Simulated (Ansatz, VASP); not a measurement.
# Sb: VASP beside Ansatz

File INCAR:

```
SYSTEM = Sb
PREC = Accurate
ENCUT = 520
EDIFF = 1E-6
ISMEAR = 0
SIGMA = 0.15
LREAL = .FALSE.
LASPH = .TRUE.
NELM = 100
ALGO = Fast
ISIF = 2
LWAVE = .FALSE.
LCHARG = .FALSE.
NBANDS = 8
```

KPOINTS

```
regular mesh
0
G
  18 18 18
  0 0 0
```

File POSCAR:

```
Sb
1.0
    0.0000000000      2.4305235846      2.3712425216
    2.3712425216      0.0000000000      2.3712425216
    2.3712425216      2.4305235846      0.0000000000
Sb
1
Direct
    0.0000000000      0.0000000000      0.0000000000
```

Input for Ansatz:

```yaml
crystal:
  lattice:
    - [0.0, 2.4305235846, 2.3712425216]
    - [2.3712425216, 0.0, 2.3712425216]
    - [2.3712425216, 2.4305235846, 0.0]
  atoms:
    - { symbol: Sb, position: [0.0, 0.0, 0.0] }
basis:
  ecutwfc: 420
kpoints:
  mp_grid: { grid: [18, 18, 18] }
hamiltonian:
  xc: lda
scf:
  occupations: { method: gaussian, width: 0.15 }
output:
  forces: true
  stress: true
  eigenvalues: true
```

Change from the starting cell: strain +0.0250 x Voigt [0, 1, 0, 0, 0, 0], atoms carried along.

Alike in both runs: task single point; functional LDA; k mesh 18 × 18 × 18; occupations gaussian, width 0.15 eV; no spin polarisation.

```csv
,VASP,Ansatz
version,VASP 6.6.1,Ansatz 0.2.0
potentials or method,"VASP PAW LDA potentials, release 64 (Sb)","scalar-relativistic, plane waves, PAW"
plane-wave cutoff (eV),520,420
valence electrons in the cell,5,15
```

|  | VASP | Ansatz | Ansatz less VASP |
| --- | --- | --- | --- |
| gap on the k mesh at the Fermi level (eV) | none | none | - |
| pressure (GPa) | -3.7 | -3.7 | -0.04 |
| largest component of the traceless stress (GPa) | 0.31 | 0.31 | -0.004 |

A gap of «none» marks a metal or a gap that the smearing closes. The two sets of potentials don't hold the same shells in valence.

The runs have no spin-orbit coupling, so splittings on Sb are missing.
